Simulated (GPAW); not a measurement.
# AlNi3 (Pm-3m) in GPAW: a series of runs, part 2 of 2

GPAW 26.7.0.

## (3) Relaxation of cell and atoms, PBEsol, collinear spin, ferromagnetic start, target pressure 2 GPa, at which the enthalpy is minimised

File run.py:

```python
from ase import Atoms
from ase.filters import FrechetCellFilter
from ase.io import write
from ase.optimize import BFGS
from ase.units import GPa
from gpaw import GPAW, PW, setup_paths

setup_paths.insert(0, '.')

atoms = Atoms(['Ni', 'Ni', 'Ni', 'Al'],
              cell=[[3.5230547267, 0.0, 0.0],
                    [0.0, 3.5230547267, 0.0],
                    [0.0, 0.0, 3.5230547267]],
              scaled_positions=[[0.5, 0.5, 0.0],
                                [0.5, 0.0, 0.5],
                                [0.0, 0.5, 0.5],
                                [0.0, 0.0, 0.0]],
              pbc=True)
atoms.set_initial_magnetic_moments([1.0, 1.0, 1.0, 0.0])

calc = GPAW(mode=PW(600),
            xc='PBEsol',
            kpts={'size': (6, 6, 6), 'gamma': True},
            occupations={'name': 'fermi-dirac', 'width': 0.05},
            nbands=45,
            convergence={'density': 1e-05, 'forces': 0.0001},
            maxiter=150,
            txt='gpaw.txt')
atoms.calc = calc
opt = BFGS(FrechetCellFilter(atoms, scalar_pressure=2 * GPa), trajectory='relax.traj', logfile='-')
done = opt.run(fmax=0.02, steps=60)
calc.write('gs.gpw')
write('result.traj', atoms)
print('Converged:', done)
print('Cell:', atoms.cell.cellpar().round(4))
print('Volume:', round(atoms.get_volume(), 4))
print(atoms.get_scaled_positions().round(5))
```

Potentials or basis: PAW data sets generated in the run's folder for this functional, pw.

On the command line:

```sh
gpaw-setup -f PBEsol Al Ni
OMP_NUM_THREADS=1 python run.py
```

gpaw.txt:

```text
__  _  _
 | _ |_)|_||  |
 |__||  | ||/\| - 26.7.0

Input parameters:
  mode=PW(ecut=600.0),
  convergence={'density': 1e-05, 'forces': 0.0001},
  kpts=MonkhorstPack(size=(6, 6, 6), gamma=True),
  maxiter=150,
  nbands=45,
  occupations=Occupations(name='fermi-dirac', width=0.05),
  xc=XC(name='PBEsol')

Diagonalizing LCAO Hamiltonian
Converting LCAO to pw mode
   .--------.
  /|        |
 * |        |
 |Ni        |
 | .-Ni-----.
 |/   Ni   /
 Al-------*

Atoms  # Å, Bohr magnetons
|   | symbol |        x |        y |        z |    initial magnetic moments |
|---|--------|----------|----------|----------|-----------------------------|
| 0 |     Ni | 1.761527 | 1.761527 | 0.000000 | ( 0.0000,  0.0000,  1.0000) |
| 1 |     Ni | 1.761527 | 0.000000 | 1.761527 | ( 0.0000,  0.0000,  1.0000) |
| 2 |     Ni | 0.000000 | 1.761527 | 1.761527 | ( 0.0000,  0.0000,  1.0000) |
| 3 |     Al | 0.000000 | 0.000000 | 0.000000 | ( 0.0000,  0.0000,  0.0000) |

Unit cell  # Å
| periodic |        x |        y |        z |  lengths |    angles |
|----------|----------|----------|----------|----------|-----------|
|      yes | 3.523055 | 0.000000 | 0.000000 | 3.523055 | 90.000000 |
|      yes | 0.000000 | 3.523055 | 0.000000 | 3.523055 | 90.000000 |
|      yes | 0.000000 | 0.000000 | 3.523055 | 3.523055 | 90.000000 |
[... 303 lines left out ...]
|  0 |  E   |  1, 0, 0,  0, 1, 0,  0, 0, 1 |
|  1 |  σ   |  1, 0, 0,  0, 1, 0,  0, 0,-1 |
|  2 |  σ   |  1, 0, 0,  0, 0, 1,  0, 1, 0 |
|  3 |  C4  |  1, 0, 0,  0, 0, 1,  0,-1, 0 |
|  4 |  C4  |  1, 0, 0,  0, 0,-1,  0, 1, 0 |
|  5 |  σ   |  1, 0, 0,  0, 0,-1,  0,-1, 0 |
|  6 |  σ   |  1, 0, 0,  0,-1, 0,  0, 0, 1 |
|  7 |  C2  |  1, 0, 0,  0,-1, 0,  0, 0,-1 |
|  8 |  σ   |  0, 1, 0,  1, 0, 0,  0, 0, 1 |
[... 246 lines left out ...]
Forces  # eV/Ang
|        x |        y |        z |
|----------|----------|----------|
|  0.00000 |  0.00000 |  0.00000 |  # Ni   0
|  0.00000 | -0.00000 |  0.00000 |  # Ni   1
|  0.00000 | -0.00000 |  0.00000 |  # Ni   2
| -0.00000 | -0.00000 | -0.00000 |  # Al   3

Interpolating wave functions to new cell

        Ni
            Ni
             Ni
       Al

Atoms  # Å, Bohr magnetons
|   | symbol |        x |         y |        z |    initial magnetic moments |
|---|--------|----------|-----------|----------|-----------------------------|
| 0 |     Ni | 1.759814 |  1.759814 | 0.000000 | ( 0.0000,  0.0000,  0.2440) |
| 1 |     Ni | 1.759814 |  0.000000 | 1.759814 | ( 0.0000,  0.0000,  0.2440) |
| 2 |     Ni | 0.000000 |  1.759814 | 1.759814 | ( 0.0000,  0.0000,  0.2440) |
| 3 |     Al | 0.000000 | -0.000000 | 0.000000 | ( 0.0000,  0.0000, -0.0131) |

Unit cell  # Å
| periodic |         x |        y |        z |  lengths |    angles |
|----------|-----------|----------|----------|----------|-----------|
|      yes |  3.519629 | 0.000000 | 0.000000 | 3.519629 | 90.000000 |
|      yes | -0.000000 | 3.519629 | 0.000000 | 3.519629 | 90.000000 |
|      yes |  0.000000 | 0.000000 | 3.519629 | 3.519629 | 90.000000 |

Number of symmetries: 48
Symmetry operations  # r_c * U_cc + t_c -> r_c
|    | kind |            matrix            |
|----|------|------------------------------|
|  0 |  E   |  1, 0, 0,  0, 1, 0,  0, 0, 1 |
|  1 |  σ   |  1, 0, 0,  0, 1, 0,  0, 0,-1 |
|  2 |  σ   |  1, 0, 0,  0, 0, 1,  0, 1, 0 |
|  3 |  C4  |  1, 0, 0,  0, 0, 1,  0,-1, 0 |
|  4 |  C4  |  1, 0, 0,  0, 0,-1,  0, 1, 0 |
|  5 |  σ   |  1, 0, 0,  0, 0,-1,  0,-1, 0 |
|  6 |  σ   |  1, 0, 0,  0,-1, 0,  0, 0, 1 |
|  7 |  C2  |  1, 0, 0,  0,-1, 0,  0, 0,-1 |
|  8 |  σ   |  0, 1, 0,  1, 0, 0,  0, 0, 1 |
[... 250 lines left out ...]
Forces  # eV/Ang
|        x |        y |        z |
|----------|----------|----------|
|  0.00000 |  0.00000 |  0.00000 |  # Ni   0
|  0.00000 | -0.00000 |  0.00000 |  # Ni   1
| -0.00000 |  0.00000 |  0.00000 |  # Ni   2
|  0.00000 |  0.00000 | -0.00000 |  # Al   3

# Writing to gs.gpw (mode='')
```

stdout:

```text
Step          Energy          fmax
BFGS:    0      -29.186282        0.041506
BFGS:    1      -29.186329        0.035182
BFGS:    2      -29.186451        0.000953
Converged: True
Cell: [ 3.5196  3.5196  3.5196 90.     90.     90.    ]
Volume: 43.6004
[[0.5 0.5 0. ]
 [0.5 0.  0.5]
 [0.  0.5 0.5]
 [0.  0.  0. ]]
```

Wall time 1.9 min (1 thread of Arm Neoverse V2, shared host); peak memory 0.25 GiB.

Results:

```
Free energy                                            : -29.7307 eV
Relaxed volume                                         : 10.90 Å³/atom
Relaxed cell                                           : a = 3.520 Å, b = 3.520 Å, c = 3.520 Å, α = 90.00°, β = 90.00°, γ = 90.00°
Space group after relaxing (to 0.05 Å)                 : Pm-3m (No. 221)
Energy change on relaxing (the enthalpy is what falls) : +0.4 meV/atom
Ionic steps                                            : 3
Pressure after relaxing                                : 2.0 GPa
Band gap on the k mesh                                 : none (metal or under the smearing width)
Net moment                                             : 0.66 μB per cell
Site moments                                           : Ni +0.24; Al -0.01 μB
```

Step by step:
```csv
step,energy change (eV),largest force (eV/Å),pressure (GPa),volume (Å³)
1,0.0000,0.0000,1.39,43.73
2,0.0002,0.0000,1.48,43.71
3,0.0014,0.0000,2.01,43.60
```

Final structure:
```
CELL_PARAMETERS angstrom
3.51963 0.00000 0.00000
0.00000 3.51963 0.00000
0.00000 0.00000 3.51963
ATOMIC_POSITIONS crystal
Ni 0.50000 0.50000 0.00000
Ni 0.50000 0.00000 0.50000
Ni 0.00000 0.50000 0.50000
Al 0.00000 0.00000 0.00000
```

Caveat: each step starts from the last one's moments, so a moment once lost doesn't come back; the stock nickel data set gives pressures a few GPa off other programs; later steps reuse the first step's grids.

## (4) Relaxation of cell and atoms, PBEsol, collinear spin, ferromagnetic start, target pressure 5 GPa, at which the enthalpy is minimised

Edit run.py of step 3 so:

```diff
@@ -29,3 +29,3 @@
 atoms.calc = calc
-opt = BFGS(FrechetCellFilter(atoms, scalar_pressure=2 * GPa), trajectory='relax.traj', logfile='-')
+opt = BFGS(FrechetCellFilter(atoms, scalar_pressure=5 * GPa), trajectory='relax.traj', logfile='-')
 done = opt.run(fmax=0.02, steps=60)
```

On the command line:

```sh
gpaw-setup -f PBEsol Al Ni
OMP_NUM_THREADS=1 python run.py
```

Wall time 2.2 min (1 thread of Arm Neoverse V2, shared host); peak memory 0.29 GiB.

It converged, with:

- Free energy: -29.7174 eV
- Relaxed volume: 10.75 Å³/atom
- Relaxed cell: a = 3.504 Å, b = 3.504 Å, c = 3.504 Å, α = 90.00°, β = 90.00°, γ = 90.00°
- Space group after relaxing (to 0.05 Å): Pm-3m (No. 221)
- Energy change on relaxing (the enthalpy is what falls): +3.7 meV/atom
- Ionic steps: 3
- Pressure after relaxing: 5.1 GPa
- Band gap on the k mesh: none (metal or under the smearing width)
- Net moment: 0.65 μB per cell
- Site moments: Ni +0.24; Al -0.01 μB

Step by step:
```csv
step,energy change (eV),largest force (eV/Å),pressure (GPa),volume (Å³)
1,0.0000,0.0000,1.39,43.73
2,0.0013,0.0000,1.95,43.61
3,0.0147,0.0000,5.07,43.00
```

Final structure:
```
CELL_PARAMETERS angstrom
3.50350 0.00000 0.00000
0.00000 3.50350 0.00000
0.00000 0.00000 3.50350
ATOMIC_POSITIONS crystal
Ni 0.50000 0.50000 0.00000
Ni 0.50000 0.00000 0.50000
Ni 0.00000 0.50000 0.50000
Al 0.00000 0.00000 0.00000
```

Levels at points of the mesh, in eV from the Fermi level:
Spin up:
| k point | band 22 | band 23 | band 24 | band 25 | band 26 | band 27 | band 28 | band 29 | band 30 | band 31 |
| --- | --- | --- | --- | --- | --- | --- | --- | --- | --- | --- |
| (0.00, 0.00, 0.00) | -0.22 | -0.01 | -0.01 | -0.01 | 0.77 | 0.77 | 0.77 | 6.89 | 6.89 | 7.83 |
| (0.50, 0.00, 0.00) | -1.28 | -1.24 | -1.09 | -0.49 | -0.01 | 5.67 | 5.67 | 5.79 | 5.79 | 6.64 |
| (0.50, 0.50, 0.00) | -1.38 | -1.29 | -1.02 | -0.98 | -0.60 | 0.97 | 0.97 | 8.36 | 8.36 | 8.62 |
| (0.50, 0.50, 0.50) | -1.37 | -1.10 | -1.10 | -0.45 | -0.21 | -0.21 | -0.21 | 3.83 | 4.29 | 4.29 |
Spin down:
| k point | band 23 | band 24 | band 25 | band 26 | band 27 | band 28 |
| --- | --- | --- | --- | --- | --- | --- |
| (0.00, 0.00, 0.00) | 0.37 | 0.37 | 0.37 | 0.74 | 0.74 | 0.74 |
| (0.50, 0.00, 0.00) | -1.01 | -0.88 | -0.31 | 0.37 | 5.72 | 5.72 |
| (0.50, 0.50, 0.00) | -1.17 | -0.80 | -0.66 | -0.47 | 1.23 | 1.23 |
| (0.50, 0.50, 0.50) | -0.92 | -0.92 | -0.46 | 0.12 | 0.12 | 0.12 |

Caveat: each step starts from the last one's moments, so a moment once lost doesn't come back; the stock nickel data set gives pressures a few GPa off other programs; later steps reuse the first step's grids.

## (5) The runs side by side

| cell | target pressure | gap on the mesh (eV) | pressure (GPa) | moment (μB) |
| --- | --- | --- | --- | --- |
| relaxed | - | none | 0.0 | 0.67 |
| relaxed to 2 GPa | 2 GPa | none | 2.0 | 0.66 |
| relaxed to 5 GPa | 5 GPa | none | 5.1 | 0.65 |

Alike in all rows: task relaxation of cell and atoms; level PBEsol; potentials or basis PAW data sets generated in the run's folder for this functional, pw; spin collinear, ferromagnetic start; k mesh 6 × 6 × 6; cutoff (eV) 600; smearing fermi-dirac 0.05 eV.

Caveats: each step starts from the last one's moments, so a moment once lost doesn't come back; the stock nickel data set gives pressures a few GPa off other programs; later steps reuse the first step's grids.

Absolute energies hang on the potentials; compare differences alone.
